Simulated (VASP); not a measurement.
# GaSb (F-43m) in VASP: a series of runs, part 2 of 2

VASP 6.6.1. Earlier steps stand in the parts before.

### Step 4. Single point, r2SCAN+D4

This run uses another cell than the first one, of 26.91 Å³/atom, 0.887 times its volume.

Input file POSCAR:

```
GaSb
1.0
    0.0000000000      2.9965539066      2.9965539066
    2.9965539066      0.0000000000      2.9965539066
    2.9965539066      2.9965539066      0.0000000000
Sb Ga
1 1
Direct
    0.7500000000      0.7500000000      0.7500000000
    0.0000000000      0.0000000000      0.0000000000
```

Input file INCAR.step1:

```
SYSTEM = GaSb
ALGO = Normal
EDIFF = 1E-4
ENCUT = 520
GGA = PE
ISMEAR = -1
LASPH = .True.
LCHARG = .False.
LREAL = .False.
LWAVE = .True.
NBANDS = 16
NELM = 80
PREC = Accurate
SIGMA = 0.05
```

Input file INCAR.step2:

```
SYSTEM = GaSb
ALGO = Normal
EDIFF = 1E-7
ENCUT = 520
ISIF = 2
ISMEAR = -1
ISTART = 1
IVDW = 13
LASPH = .True.
LCHARG = .False.
LMIXTAU = .True.
LREAL = .False.
LWAVE = .False.
METAGGA = R2SCAN
NBANDS = 16
NELM = 80
PREC = Accurate
SIGMA = 0.05
VDW_A1 = 0.51559235
VDW_A2 = 5.77342911
VDW_S6 = 1.0
VDW_S8 = 0.6018749
```

Input file KPOINTS:

```
k-points
0
Gamma
  8 8 8
  0 0 0
```

Launch:

```
$ cat potpaw_PBE.64/Sb/POTCAR potpaw_PBE.64/Ga_d/POTCAR > POTCAR
$ cp INCAR.step1 INCAR
$ mpirun -np 1 vasp_std > vasp.out
$ cp INCAR.step2 INCAR
$ mpirun -np 1 vasp_std > vasp.out
```

Wall time 2.8 min (1 thread of AMD EPYC 7R13, shared host); peak memory 0.17 GiB.

The run converged. Its results:

| Item | Value |
| --- | --- |
| Free energy | -37.8504 eV |
| Pressure | 3.6 GPa |
| Band gap on the k mesh | 0.83 eV, indirect (least direct gap 0.93 eV) |
| Dispersion energy per atom | -0.150 eV |

Levels at points of the mesh, in eV from the valence-band top:
| k point | band 6 | band 7 | band 8 | band 9 | band 10 | band 11 | band 12 | band 13 |
| --- | --- | --- | --- | --- | --- | --- | --- | --- |
| (0.00, 0.00, 0.00) | -12.40 | 0.00 | 0.00 | 0.00 | 0.93 | 2.95 | 2.95 | 2.95 |
| (0.50, 0.00, 0.00) | -10.51 | -6.92 | -1.32 | -1.32 | 0.83 | 4.00 | 4.00 | 6.89 |
| (0.50, 0.50, 0.00) | -9.52 | -7.36 | -2.93 | -2.93 | 1.04 | 1.36 | 9.69 | 9.69 |

Caveat: the PAW data sets were made with another functional, which shifts forces and pressure a little; spin-orbit coupling is left out, which moves the levels of the heavy elements. r2SCAN opens gaps a little over a GGA but as a rule still falls short of measured ones.

### Step 5. Single point, r2SCAN+D4

This run uses another cell than the first one, of 27.48 Å³/atom, 0.906 times its volume.

Input file POSCAR:

```
GaSb
1.0
    0.0000000000      3.0176570942      3.0176570942
    3.0176570942      0.0000000000      3.0176570942
    3.0176570942      3.0176570942      0.0000000000
Sb Ga
1 1
Direct
    0.7500000000      0.7500000000      0.7500000000
    0.0000000000      0.0000000000      0.0000000000
```

Input file INCAR.step1:

```
PREC = Accurate
ENCUT = 520
ISMEAR = -1
SIGMA = 0.05
LREAL = False
LASPH = True
NELM = 80
NBANDS = 16
GGA = PE
ALGO = Normal
EDIFF = 1E-4
LWAVE = True
LCHARG = False
```

Input file INCAR.step2:

```
PREC = Accurate
ENCUT = 520
EDIFF = 1E-6
ISMEAR = -1
SIGMA = 0.05
LREAL = False
LASPH = True
NELM = 80
ALGO = Normal
ISIF = 2
LWAVE = False
LCHARG = False
METAGGA = R2SCAN
LMIXTAU = True
IVDW = 13
VDW_S6 = 1.0
VDW_S8 = 0.6018749
VDW_A1 = 0.51559235
VDW_A2 = 5.77342911
NBANDS = 16
ISTART = 1
```

Input file KPOINTS:

```
Automatic mesh
0
Gamma
  8 8 8
```

Potentials or basis: VASP PAW PBE potentials, release 64 (Sb, Ga_d).

Launch:

```
$ cat potpaw_PBE.64/Sb/POTCAR potpaw_PBE.64/Ga_d/POTCAR > POTCAR
$ cp INCAR.step1 INCAR
$ mpirun -np 1 vasp_std > vasp.out
$ cp INCAR.step2 INCAR
$ mpirun -np 1 vasp_std > vasp.out
```

OUTCAR:

```text
PREC = Accurate
   ENCUT = 520
   EDIFF = 1E-6
   ISMEAR = -1
   LREAL = False
   LASPH = True
   NELM = 80
   ISIF = 2
   METAGGA = R2SCAN
   IVDW = 13
   ISTART = 1

 ion  position               nearest neighbor table
   1  0.750  0.750  0.750-   2 2.61   2 2.61   2 2.61   2 2.61
   2  0.000  0.000  0.000-   1 2.61   1 2.61   1 2.61   1 2.61

  LATTYP: Found a face centered cubic cell.
 ALAT       =     6.0353141884

  Lattice vectors:

 A1 = (   0.0000000000,   3.0176570942,   3.0176570942)
 A2 = (   3.0176570942,   0.0000000000,   3.0176570942)
 A3 = (   3.0176570942,   3.0176570942,   0.0000000000)

Analysis of symmetry for initial positions (statically):
=====================================================================
 Subroutine PRICEL returns:
 Original cell was already a primitive cell.

 Routine SETGRP: Setting up the symmetry group for a
 face centered cubic supercell.

 Subroutine GETGRP returns: Found 24 space group operations
 (whereof 24 operations were pure point group operations)
 out of a pool of 48 trial point group operations.

The static configuration has the point symmetry T_d .

Analysis of symmetry for dynamics (positions and initial velocities):
=====================================================================
 Subroutine PRICEL returns:
 Original cell was already a primitive cell.

 Routine SETGRP: Setting up the symmetry group for a
 face centered cubic supercell.

 Subroutine GETGRP returns: Found 24 space group operations
 (whereof 24 operations were pure point group operations)
 out of a pool of 48 trial point group operations.

The dynamic configuration has the point symmetry T_d .

 Subroutine INISYM returns: Found 24 space group operations
 (whereof 24 operations are pure point group operations),
 and found     1 'primitive' translations

----------------------------------------------------------------------------------------

[... 111 lines left out ...]
     AMIX     =   0.40;   BMIX     =  1.00
     AMIX_MAG =   1.60;   BMIX_MAG =  1.00
  volume/ion in A,a.u.               =      27.48       185.44
  Fermi-wavevector in a.u.,A,eV,Ry     =   1.128459  2.132478 17.325927  1.273420
  Thomas-Fermi vector in A             =   2.265149
   LORBIT       =      0    0 simple, 1 ext, 2 COOP (PROOUT), +10 PAW based schemes
   METAGGA = R2SCAN    functional components
   LHFCALC =     F    Hartree Fock is set to
   AEXX    =    0.0000 exact exchange contribution
   IVDW    =    13    specifies the selected vdW correction
   LEPSILON=     F    determine dielectric tensor
   LRPA    =     F    only Hartree local field effects (RPA)
 non-spin polarized calculation
  energy-cutoff  :      520.00
  volume of cell :       54.96
 maximum number of plane-waves:      1494
   NGX = 15   NGY = 15   NGZ = 15

 number of electron      17.9999993 magnetization

 Free energy of the ion-electron system (eV)
  ---------------------------------------------------
  ext. energy  EPLUGINS =         0.00000000
  ---------------------------------------------------
  free energy    TOTEN  =       -37.57631880 eV

  energy without entropy =      -37.57631250  energy(sigma->0) =      -37.57631565

 E-fermi :   5.4909     XC(G=0):  -9.9121

 val. band max:        5.1186474226   @ k =   0.0000   0.0000   0.0000
 cond. band min:       5.8828995578   @ k =   0.0000   0.0000   0.0000
 fundamental gap:      0.7642521353
 Fermi energy:         5.4909116738

 k-point     1 :       0.0000    0.0000    0.0000
  band No.  band energies     occupation
      1     -10.4647      2.00000
      2     -10.4647      2.00000
      3     -10.4646      2.00000
      4     -10.4009      2.00000
      5     -10.4009      2.00000
      6      -7.1174      2.00000
[... 433 lines left out ...]
      3     -10.4434      2.00000
      4     -10.4049      2.00000
      5     -10.4007      2.00000
      6      -4.8849      2.00000
[... 8 lines left out ...]
     15      15.4453      0.00000
     16      16.0998      0.00000

 [... further k-points ...]

------------------------ aborting loop because EDIFF is reached ----------------------------------------

  DFT-D4 for vdW energy calculation

  Edisp (eV):   -0.29467

  FORCE on cell =-STRESS in cart. coord.  units (eV):
  Direction    XX          YY          ZZ          XY          YZ          ZX
  --------------------------------------------------------------------------------------
  -------------------------------------------------------------------------------------
  Total       0.74681     0.74681     0.74681     0.00000     0.00000    -0.00000
  in kB      21.77107    21.77107    21.77107     0.00000     0.00000    -0.00000
  external pressure =       21.77 kB  Pullay stress =        0.00 kB

 VOLUME and BASIS-vectors are now :
 -----------------------------------------------------------------------------
  energy-cutoff  :      520.00
  volume of cell :       54.96
      direct lattice vectors                 reciprocal lattice vectors
     0.000000000  3.017657094  3.017657094    -0.165691457  0.165691457  0.165691457
     3.017657094  0.000000000  3.017657094     0.165691457 -0.165691457  0.165691457
     3.017657094  3.017657094  0.000000000     0.165691457  0.165691457 -0.165691457

 POSITION                                       TOTAL-FORCE (eV/Angst)
 -----------------------------------------------------------------------------------
      4.52649      4.52649      4.52649        -0.000000     -0.000000      0.000000
      0.00000      0.00000      0.00000         0.000000      0.000000     -0.000000
 -----------------------------------------------------------------------------------
    total drift:                                0.000001      0.000001      0.000001

  FREE ENERGIE OF THE ION-ELECTRON SYSTEM (eV)
  ---------------------------------------------------
  free  energy   TOTEN  =       -37.8709860048 eV

  energy  without entropy=      -37.8709797021  energy(sigma->0) =      -37.87098285
```

Run time: 2.5 min. Hardware: 1 thread of AMD EPYC 7R13, shared host; peak memory 0.17 GiB.

Results:

| Item | Value |
| --- | --- |
| Free energy | -37.8710 eV |
| Pressure | 2.2 GPa |
| Band gap on the k mesh | 0.76 eV, direct |
| Dispersion energy per atom | -0.147 eV |

Caveat: the PAW data sets were made with another functional, which shifts forces and pressure a little; spin-orbit coupling is left out, which moves the levels of the heavy elements.

### Step 6. Summary

```tsv
level	cell	gap on the mesh (eV)	pressure (GPa)
revPBE	a = 4.411 Å, angles 60.0°, 2 atoms	none	0.6
BLYP+D3(BJ)	a = 4.411 Å, angles 60.0°, 2 atoms	none	-2.1
r2SCAN+D4	a = 4.238 Å, angles 60.0°, 2 atoms	0.83	3.6
r2SCAN+D4	a = 4.268 Å, angles 60.0°, 2 atoms	0.76	2.2
```

Alike in all rows: task single point; potentials or basis VASP PAW PBE potentials, release 64 (Sb, Ga_d); no spin polarisation; k mesh 8 × 8 × 8; cutoff (eV) 520; smearing fermi-dirac 0.05 eV.

Caveats: the PAW data sets were made with another functional, which shifts forces and pressure a little; spin-orbit coupling is left out, which moves the levels of the heavy elements; pairwise dispersion overbinds metals, which lowers pressure and volume (some runs).

Total energies depend on the potentials used, so only differences within one code and one set of settings carry meaning.

### Step 7. How close it comes

Step 2. A measured gap of GaSb is 0.811 eV (direct; 4.2 K; a printed reference work, data compilation); the calculated 0.00 eV misses it by -0.81 eV. Spin-orbit coupling on Ga, Sb is left out. The value is that of revPBE on a finite k mesh, which can miss the band edges, without temperature or zero-point motion. Semilocal functionals fall short of measured gaps as a rule.

Step 3. A measured gap of GaSb is 0.811 eV (direct; 4.2 K; a printed reference work, data compilation); the calculated 0.00 eV misses it by -0.81 eV. Spin-orbit coupling on Ga, Sb is left out. The value is that of BLYP+D3(BJ) on a finite k mesh, which can miss the band edges, without temperature or zero-point motion. Semilocal functionals fall short of measured gaps as a rule.

Step 5. A measured gap of GaSb is 0.811 eV (direct; 4.2 K; a printed reference work, data compilation); the calculated 0.76 eV misses it by -0.05 eV. Spin-orbit coupling on Ga, Sb is left out. The value is that of r2SCAN+D4 on a finite k mesh, which can miss the band edges, without temperature or zero-point motion.
